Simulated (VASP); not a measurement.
# SrO (P6_3mc) in VASP: notebook, part 2 of 2

VASP 6.6.1. The steps go on from the part before.

**3. Single point, LDA**

This run uses another cell than the first one, of the same volume but with other edges.

Contents of INCAR:

```
ALGO = Normal ; EDIFF = 1E-6
ENCUT = 520 ; ISIF = 2
ISMEAR = 0 ; LASPH = T
LCHARG = T ; LELF = T
LREAL = F ; LVHAR = T
LWAVE = F ; NBANDS = 24
NELM = 80 ; PREC = Accurate
SIGMA = 0.05
```

Contents of KPOINTS:

```
k-points
0
Gamma
  9 9 6
```

Contents of POSCAR:

```
SrO
1.0
    4.5134694670      0.0000000000      0.0000000000
   -2.2567347335      3.9087792176      0.0000000000
    0.0000000000      0.0000000000      4.6262036132
Sr O
2 2
Direct
    0.3333333333      0.6666666667      0.9381277000
    0.6666666667      0.3333333333      0.4381277000
    0.3333333333      0.6666666667      0.4368723000
    0.6666666667      0.3333333333      0.9368723000
```

Potentials or basis: VASP PAW LDA potentials, release 64 (Sr_sv, O).

The run is started by

```
$ cat potpaw_LDA.64/Sr_sv/POTCAR potpaw_LDA.64/O/POTCAR > POTCAR
$ mpirun -np 1 vasp_std > vasp.out
```

OUTCAR:

```text
EDIFF = 1E-6
   ENCUT = 520
   ISIF = 2
   ISMEAR = 0
   LASPH = T
   LREAL = F
   NELM = 80
   PREC = Accurate

 ion  position               nearest neighbor table
   1  0.333  0.667  0.938-   3 2.31   3 2.32   4 2.61   4 2.61   4 2.61   2 3.48   2 3.48   2 3.48
                             2 3.48   2 3.48   2 3.48
   2  0.667  0.333  0.438-   4 2.31   4 2.32   3 2.61   3 2.61   3 2.61   1 3.48   1 3.48   1 3.48
                             1 3.48   1 3.48   1 3.48
   3  0.333  0.667  0.437-   1 2.31   1 2.32   2 2.61   2 2.61   2 2.61
   4  0.667  0.333  0.937-   2 2.31   2 2.32   1 2.61   1 2.61   1 2.61

  LATTYP: Found a hexagonal cell.
 ALAT       =     4.5134694670
 C/A-ratio  =     1.0249772702

  Lattice vectors:

 A1 = (   4.5134694670,   0.0000000000,   0.0000000000)
 A2 = (  -2.2567347335,   3.9087792176,   0.0000000000)
 A3 = (   0.0000000000,   0.0000000000,   4.6262036132)

Analysis of symmetry for initial positions (statically):
=====================================================================
 Subroutine PRICEL returns:
 Original cell was already a primitive cell.

 Routine SETGRP: Setting up the symmetry group for a
 hexagonal supercell.

 Subroutine GETGRP returns: Found 12 space group operations
 (whereof  6 operations were pure point group operations)
 out of a pool of 24 trial point group operations.

The static configuration has the point symmetry C_3v.
 The point group associated with its full space group is C_6v.

Analysis of symmetry for dynamics (positions and initial velocities):
=====================================================================
 Subroutine PRICEL returns:
 Original cell was already a primitive cell.

[... 128 lines left out ...]
   EFERMI_NEDOS =   21; number of points for ismear=-14 and -15
   IALGO  =     38    algorithm
   IMIX   =      4    mixing-type and parameters
     AMIX     =   0.40;   BMIX     =  1.00
     AMIX_MAG =   1.60;   BMIX_MAG =  1.00
  volume/ion in A,a.u.               =      20.40       137.69
  Fermi-wavevector in a.u.,A,eV,Ry     =   1.198209  2.264287 19.533960  1.435706
  Thomas-Fermi vector in A             =   2.334104
   LORBIT       =      0    0 simple, 1 ext, 2 COOP (PROOUT), +10 PAW based schemes
   GGA     = CA    functional components
   LHFCALC =     F    Hartree Fock is set to
   AEXX    =    0.0000 exact exchange contribution
   IVDW    =     0    specifies the selected vdW correction
   LEPSILON=     F    determine dielectric tensor
   LRPA    =     F    only Hartree local field effects (RPA)
 non-spin polarized calculation
 Gauss-broadening in eV      SIGMA  =   0.05
  energy-cutoff  :      520.00
  volume of cell :       81.62
 maximum number of plane-waves:      2232
 NGX is ok and might be reduce to    36

 number of electron      31.9999999 magnetization

 Free energy of the ion-electron system (eV)
  ---------------------------------------------------
  ext. energy  EPLUGINS =         0.00000000
  ---------------------------------------------------
  free energy    TOTEN  =       -25.79052582 eV

  energy without entropy =      -25.79052582  energy(sigma->0) =      -25.79052582

 E-fermi :   1.3919     XC(G=0):  -9.3730

 val. band max:        1.0546154722   @ k =   0.0000   0.0000   0.0000
 cond. band min:       2.5731510129   @ k =   0.0000   0.0000   0.0000
 fundamental gap:      1.5185355407
 Fermi energy:         1.3918897048

 k-point     1 :       0.0000    0.0000    0.0000
  band No.  band energies     occupation
      1     -31.5740      2.00000
      2     -31.3416      2.00000
      3     -14.3727      2.00000
      4     -14.3153      2.00000
      5     -14.2774      2.00000
      6     -13.9738      2.00000
[... 637 lines left out ...]
     23       8.6626      0.00000
     24       9.5874      0.00000

 [... further k-points ...]

------------------------ aborting loop because EDIFF is reached ----------------------------------------

  FORCE on cell =-STRESS in cart. coord.  units (eV):
  Direction    XX          YY          ZZ          XY          YZ          ZX
  --------------------------------------------------------------------------------------
  -------------------------------------------------------------------------------------
  Total       -3.1390166     -3.1390166      9.2135538     -0.0000000     -0.0000000      0.0000000
  in kB      -61.6208660    -61.6208660    180.8678454     -0.0000000     -0.0000000      0.0000000
  external PRESSURE =      19.2087045 kB  Pullay stress =       0.0000000 kB

 VOLUME and BASIS-vectors are now :
 -----------------------------------------------------------------------------
  energy-cutoff  :      520.00
  volume of cell :       81.62
      direct lattice vectors                 reciprocal lattice vectors
     4.513469467  0.000000000  0.000000000     0.221559048  0.127917176  0.000000000
    -2.256734734  3.908779218  0.000000000     0.000000000  0.255834352  0.000000000
     0.000000000  0.000000000  4.626203613     0.000000000  0.000000000  0.216159963

 POSITION                                       TOTAL-FORCE (eV/Angst)
 -----------------------------------------------------------------------------------
     -0.00000      2.60585      4.33997         0.000000     -0.000000     -0.062607
      2.25673      1.30293      2.02687        -0.000000      0.000000     -0.062607
     -0.00000      2.60585      2.02106        -0.000000      0.000000      0.062607
      2.25673      1.30293      4.33416         0.000000     -0.000000      0.062607
 -----------------------------------------------------------------------------------
    total drift:                               -0.000000      0.000000     -0.000311

  FREE ENERGIE OF THE ION-ELECTRON SYSTEM (eV)
  ---------------------------------------------------
  free  energy   TOTEN  =       -25.7905258190 eV

  energy  without entropy=      -25.7905258190  energy(sigma->0) =      -25.79052582
```

It took 47 s on 1 thread of Intel Xeon 6975P-C (Granite Rapids), shared host; peak memory 0.22 GiB.

What came out:

```
Free energy            : -25.7905 eV
Pressure               : 1.9 GPa
Largest force          : 0.063 eV/Å
Band gap on the k mesh : 1.52 eV, direct
```

Forces in eV/Å, atoms in the order of the input:
```
Sr   0.000  0.000 -0.063
Sr   0.000  0.000 -0.063
O    0.000  0.000  0.063
O    0.000  0.000  0.063
```

Caveat: an odd mesh through Γ misses points on the zone boundary, where band edges often lie.

**4. Single point, LDA**

This run uses another cell than the first one, of the same volume but with other edges.

Contents of INCAR:

```
SYSTEM = SrO
PREC     = Accurate       ! precision mode
ENCUT    = 520            ! plane-wave cutoff, eV
EDIFF    = 1E-7           ! SCF threshold, eV
ISMEAR   = 0              ! smearing method
SIGMA    = 0.05           ! smearing width, eV
LREAL    = .False.        ! projectors in reciprocal space
LASPH    = .True.         ! aspherical terms in the spheres
NELM     = 60             ! most SCF steps
ALGO     = Normal         ! electronic algorithm
ISIF     = 2              ! what is computed and relaxed
LWAVE    = .False.        ! write WAVECAR
LCHARG   = .True.         ! write CHGCAR
GGA      = CA             ! functional
LELF     = .True.         ! ELF
LVHAR    = .True.       
NBANDS   = 24             ! bands
```

Contents of KPOINTS:

```
regular mesh
0
Gamma
  9 9 6
  0 0 0
```

Contents of POSCAR:

```
SrO
1.0
    4.3340415754      0.0000000000      0.0000000000
   -2.1670207877      3.7533901054      0.0000000000
    0.0000000000      0.0000000000      5.0171792218
Sr O
2 2
Direct
    0.3333333333      0.6666666667      0.9381277000
    0.6666666667      0.3333333333      0.4381277000
    0.3333333333      0.6666666667      0.4368723000
    0.6666666667      0.3333333333      0.9368723000
```

The run is started by

```
$ cat potpaw_LDA.64/Sr_sv/POTCAR potpaw_LDA.64/O/POTCAR > POTCAR
$ mpirun -np 1 vasp_std > vasp.out
```

Wall time 42 s (1 thread of Intel Xeon 6975P-C (Granite Rapids), shared host); peak memory 0.22 GiB.

Results (log left out):

| Item | Value |
| --- | --- |
| Free energy | -26.3250 eV |
| Pressure | -3.5 GPa |
| Largest force | 0.021 eV/Å |
| Band gap on the k mesh | 2.29 eV, direct |

Forces on the atoms (eV/Å):
```
Sr   0.000  0.000 -0.021
Sr   0.000  0.000 -0.021
O    0.000  0.000  0.021
O    0.000  0.000  0.021
```

Stress tensor (GPa, compression positive):
```
-4.75  0.00  0.00
 0.00 -4.75  0.00
 0.00  0.00 -0.89
```

Levels at points of the mesh, in eV from the valence-band top:
```csv
k point,band 13,band 14,band 15,band 16,band 17,band 18,band 19,band 20
"(0.00, 0.00, 0.00)",-0.98,-0.98,-0.27,0.00,2.29,5.81,5.81,7.05
"(0.00, 0.00, 0.50)",-1.23,-1.23,-1.23,-1.23,3.99,3.99,7.66,7.66
```

Caveat: an odd mesh through Γ misses points on the zone boundary, where band edges often lie.
